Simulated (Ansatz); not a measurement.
Generalised stacking fault in NbP

All numbers below come from DFT PBEsol, scalar-relativistic, plane waves, PAW (Ansatz). Cutoff 420 eV, Γ-centred 14×14×4 k-points, Gaussian smearing of 0.15 eV. No spin polarisation. Energies are free energies at this smearing, counted from the undisturbed cell; pressure is positive in compression.

Zero of the scan (relaxed at this level; it needn't be the usual structure):

```yaml
crystal:
  lattice:
    - [-3.32025, 0.00000, 0.00000]
    - [0.00000, -3.32025, 0.00000]
    - [0.00000, 0.00000, 11.29039]
  atoms:
    - { symbol: Nb, position: [0.00000, 0.00000, 0.58389] }
    - { symbol: Nb, position: [0.50000, 0.50000, 0.08389] }
    - { symbol: Nb, position: [0.50000, 0.00000, 0.33389] }
    - { symbol: Nb, position: [0.00000, 0.50000, 0.83389] }
    - { symbol: P, position: [0.00000, 0.00000, 0.16614] }
    - { symbol: P, position: [0.50000, 0.50000, 0.66614] }
    - { symbol: P, position: [0.00000, 0.50000, 0.41614] }
    - { symbol: P, position: [0.50000, 0.00000, 0.91614] }
```

The cut lies on the cell's a–b face, a (0 0 1) plane (indices in the standard cell, whose axes needn't be the Cartesian ones shown) of area 11.02 Å², between layers 1.89 Å apart. Vector c is tilted by f times 1·a − 1·b (length 4.696 Å) with the atoms' Cartesian places fixed: one unrelaxed fault a cell. The cell is metallic on the mesh throughout.

| f | γ (mJ/m²) |
| --- | --- |
| 0.0000 | 0 |
| 0.0833 | 466 |
| 0.1667 | 1571 |
| 0.3333 | 1580 |
| 0.5000 | 76 |

Problem. Predict the shear traction, the slope of γ along the slip (GPa) at each point.

Solution.
| f | shear traction, the slope of γ along the slip (GPa) |
| --- | --- |
| 0.0000 | 0.0 |
| 0.0833 | 22.8 |
| 0.1667 | 28.9 |
| 0.3333 | -27.6 |
| 0.5000 | 0.0 |

Cost: 5 runs of about 8.2 core-minutes in all, on Intel Xeon Platinum 8488C (Sapphire Rapids) (shared hosts).